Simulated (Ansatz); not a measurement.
# GaN: the cost of one run

Program: Ansatz 0.2.0. Level of theory: DFT PBE, scalar-relativistic, plane waves, PAW. These are calculated values, not measurements.

4 further runs of the same task are left out: 1 that didn't finish, 3 set aside as unsound or not needed.

## (1) The starting structure

The structure is cubic, space group F-43m (No. 216). Conventional cell: a = 4.548 Å, b = 4.548 Å, c = 4.548 Å, α = 90.00°, β = 90.00°, γ = 90.00°. Ga (site symmetry -43m) has 4 N at 1.97 Å as nearest neighbours. Around N (site symmetry -43m) lie 4 Ga at 1.97 Å.

Structure file:

```
CELL_PARAMETERS angstrom
0.00000 2.27424 2.27424
2.27424 0.00000 2.27424
2.27424 2.27424 0.00000
ATOMIC_POSITIONS crystal
Ga 0.00000 0.00000 0.00000
N 0.75000 0.75000 0.75000
```

It goes back to an entry of the Materials Project.

It is the result of an earlier relaxation at this level (volume 11.76 Å³/atom; gap on the mesh: 1.54 eV).

## (2) Relaxing at 50 GPa

What is minimised here is the enthalpy; the energy can go up as the cell is squeezed.

The input, input.yaml:

```yaml
crystal:
  lattice:
    - [0.0, 2.2742384991, 2.2742384991]
    - [2.2742384991, 0.0, 2.2742384991]
    - [2.2742384991, 2.2742384991, 0.0]
  atoms:
    - { symbol: Ga, position: [0.0, 0.0, 0.0] }
    - { symbol: "N", position: [0.75, 0.75, 0.75] }
basis:
  ecutwfc: 420
kpoints:
  mp_grid: { grid: [10, 10, 10] }
hamiltonian:
  xc: pbe
scf:
  occupations: { method: fixed }
output:
  forces: true
  stress: true
  eigenvalues: true
relax:
  adjacent_minimum: "off"
  f_tol: 0.001
  max_steps: 60
  cell: { stress_tol: 0.02, p_target: 50.0 }
```

Run with:

```bash
ansatz run input.yaml --threads 1 --pin off --max-ram 3072MiB --backend cpu --events-out ev --progress --plain --runs-dir out
```

Q: Estimate wall time and peak memory on 1 thread of Arm Neoverse V1, shared host.

About 15 s, with a peak of 0.29 GiB.
